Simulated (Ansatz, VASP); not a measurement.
Zn in VASP and in Ansatz

```
Zn
1.0
    -1.56600    1.56600    1.56600
     1.56600   -1.56600    1.56600
     1.56600    1.56600   -1.56600
Zn
1
Direct
  0.00000 0.00000 0.00000
```

This isn't the form of Zn at room conditions, which is hcp.

Alike in both runs: functional PBE; k mesh 18 × 18 × 18; occupations gaussian, width 0.1 eV; no spin polarisation.

Ansatz relaxed the structure, and its values are those at the end. VASP's run is a single point on that final structure, the one shown.

|  | VASP | Ansatz |
| --- | --- | --- |
| version | VASP 6.6.1 | Ansatz 0.2.0 |
| potentials or method | VASP PAW PBE potentials, release 64 (Zn) | scalar-relativistic, plane waves, PAW |
| plane-wave cutoff (eV) | 520 | 420 |
| valence electrons in the cell | 12 | 12 |

Ansatz gave:

| Item | Value |
| --- | --- |
| gap on the k mesh at the Fermi level (eV) | none |
| pressure (GPa) | 0.0 |

Which values does VASP return?

gap on the k mesh at the Fermi level (eV): none; pressure (GPa): 0.3.

A gap of «none» marks a metal or a gap that the smearing closes.
